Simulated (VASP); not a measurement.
Runs of VASP 6.6.1 on PbS (Galena). Symmetry: Fm-3m, No. 225, cubic system. The conventional cell has a = 5.931 Å, b = 5.931 Å, c = 5.931 Å, α = 90.00°, β = 90.00°, γ = 90.00°. Pb (site symmetry m-3m) has 6 S at 2.97 Å as nearest neighbours. S (site symmetry m-3m) has 6 Pb at 2.97 Å as nearest neighbours. 

```csv
level,spin,k mesh,gap on the mesh (eV),pressure (GPa)
rSCAN,off,8 × 8 × 8,(b),1.3
r2SCAN,"SOC, no magnetisation",6 × 6 × 6,-,1.0
SCAN,off,8 × 8 × 8,0.58,0.7
SCAN,"SOC, no magnetisation",6 × 6 × 6,-,0.3
r2SCAN,off,8 × 8 × 8,(a),1.3
```

Alike in all rows: task band structure; potentials or basis VASP PAW PBE potentials, release 64 (Pb_d, S); cell as given; cutoff (eV) 520; smearing fermi-dirac 0.05 eV.

Question: Fill in the values left out.

Answer: (a) 0.62; (b) 0.61.

Caveats: the PAW data sets were made with another functional, which shifts forces and pressure a little; spin-orbit coupling is left out, which as a rule narrows the gap of such compounds by several tenths of an eV (some runs).

A k mesh can miss the band edges, and rows without SOC leave out spin-orbit coupling on Pb.

Runs at the PBE level aren't shown here.
